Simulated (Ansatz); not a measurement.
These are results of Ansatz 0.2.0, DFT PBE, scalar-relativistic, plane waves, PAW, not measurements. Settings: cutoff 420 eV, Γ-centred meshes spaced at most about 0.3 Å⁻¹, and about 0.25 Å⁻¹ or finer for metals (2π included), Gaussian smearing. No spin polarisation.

Each guess is relaxed in cell and atoms at zero pressure, on a coarse mesh first where it starts far from rest and then on a converged one. The steps can't lower the symmetry of the start, but it can rise. Energies are static (0 K, no zero-point motion).

This guess for Bi2Te3 isn't its lowest structure:

Space group P-6m2 (No. 187). a = 5.503 Å, b = 5.503 Å, c = 6.140 Å, α = 90.00°, β = 90.00°, γ = 120.00°
```tsv
atom	site	symmetry	x	y	z
Bi	1a	-6m2	0.0000	0.0000	0.0000
Bi	1d	-6m2	0.3333	0.6667	0.5000
Te	3k	mm2	0.8298	0.1702	0.5000
```

Q: What does it relax into?

A: P-6m2 at 32.2 Å³/atom → P-6m2 at 38.2 Å³/atom. Conventional cell: a = 7.060 Å, c = 4.425 Å. Around Bi on its first site lie 6 Te at 3.13 Å; around Bi on its second site lie 6 Te at 3.53 Å; Te is surrounded by 2 Bi at 3.13 Å, 2 Te at 3.22 Å, 2 Bi at 3.53 Å and 2 Te at 3.84 Å.

```
CELL_PARAMETERS angstrom
7.06027 0.00000 0.00000
-3.53014 6.11438 0.00000
0.00000 0.00000 4.42487
ATOMIC_POSITIONS crystal
Bi 0.00000 0.00000 0.00000
Bi 0.33333 0.66667 0.50000
Te 0.81883 0.18117 0.50000
Te 0.81883 0.63766 0.50000
Te 0.36234 0.18117 0.50000
```

Q: Compare it with the lowest Bi2Te3 structure at this level.

A: It lies 0.49 eV/atom above the lowest of the 5 forms computed, a structure that the Crystallography Open Database (COD) lists, of the tetradymite type. Space group R-3m (No. 166), trigonal, a = 4.447 Å, c = 32.169 Å. Bi is surrounded by 3 Te at 3.09 Å and 3 Te at 3.29 Å; Te on a site of symmetry -3m is surrounded by 6 Bi at 3.29 Å; Te on a site of symmetry 3m is surrounded by 3 Bi at 3.09 Å. That form has 36.7 Å³/atom and a gap of 0.55 eV on its mesh; the guess's end has none. Counting Te atoms around Bi (those within 1.25 times the shortest such distance or 1.15 times the sum of covalent radii, 1.27 where that leaves under three; the shortest distance is added where it exceeds 1.18 times the sum of covalent radii; a slash parts the counts of unlike sites), the guess's end has Bi 6/6 from 3.5 Å and the lowest form has Bi 6.

No dispersion correction is applied, so the spacing and binding between layers, chains or molecules are poorly described (R-3m), and this can change margins and order among such cells. These runs have no spin–orbit coupling, which can matter for Bi and Te. Kohn–Sham gaps at this level usually fall short of measured ones. The missing spin–orbit coupling can work the other way here. Some types were kept out of the candidates beforehand, so the set may lack a known form.

The guess relaxes to a poor compromise for Bi–Te bonding, not to a competitor of the tetradymite form. Bi on its first site sits in a trigonal prism with Te at 3.13 Å, a normal bond length, but Bi on the second lies in the plane of its six Te neighbours at 3.53 Å, so these contacts are weak and its p orbital along c finds no Te to bond with. In the tetradymite form, near-octahedral coordination suits all three Bi p orbitals, and Te has only Bi as close neighbours, consistent with Bi(III) and telluride. The guess instead groups Te into triangles with 3.22 Å sides, too long for full Te–Te bonds but short enough for appreciable p overlap. This broadening, together with the poorly bonded Bi, probably closes the gap. The 0.55 eV gap of the lowest form is well above the known narrow gap, probably because spin–orbit coupling, absent here, inverts and reshapes the band edges. Whether the relaxed guess is a true local minimum or a symmetry-held saddle point remains open.
